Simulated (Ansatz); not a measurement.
**Piezoelectric tensor of BP at 7 GPa (stress–strain coefficients)**

The calculation used Ansatz 0.2.0, DFT PBE, scalar-relativistic, plane waves, PAW. Cutoff 420 eV, 10×10×10 k-points (Γ-centred), fixed occupations. No spin polarisation.

The cell, relaxed at 7 GPa:
```xyz
2
Lattice="0.0000 2.2441 2.2441 2.2441 0.0000 2.2441 2.2441 2.2441 0.0000" Properties=species:S:1:pos:R:3 pbc="T T T"
B     0.0000    0.0000    0.0000
P     3.3661    3.3661    3.3661
```

Question: Give the relaxed-ion proper piezoelectric stress tensor e_iJ (C/m², Voigt columns xx yy zz yz xz xy).

Answer:
```
x   0.000 0.000 0.000 0.120 0.000 0.000
y   0.000 0.000 0.000 0.000 0.120 0.000
z   0.000 0.000 0.000 0.000 0.000 0.120
```
Signs follow the orientation of the cell as given.

Question: With the elastic constants (GPa, Voigt order)
C11 = 371.1, C12 = 96.4, C13 = 96.4, C22 = 371.1, C23 = 96.4, C33 = 371.1, C44 = 198.2, C55 = 198.2, C66 = 198.2 GPa; the others vanish.
find the strain coefficients d = e·C⁻¹ (pC/N).

Answer:
```
x   0.00 0.00 0.00 0.61 0.00 0.00
y   0.00 0.00 0.00 0.00 0.61 0.00
z   0.00 0.00 0.00 0.00 0.00 0.61
```

Cost: 1 run of about 0.67 core-minutes, on Arm Neoverse V1 (shared hosts).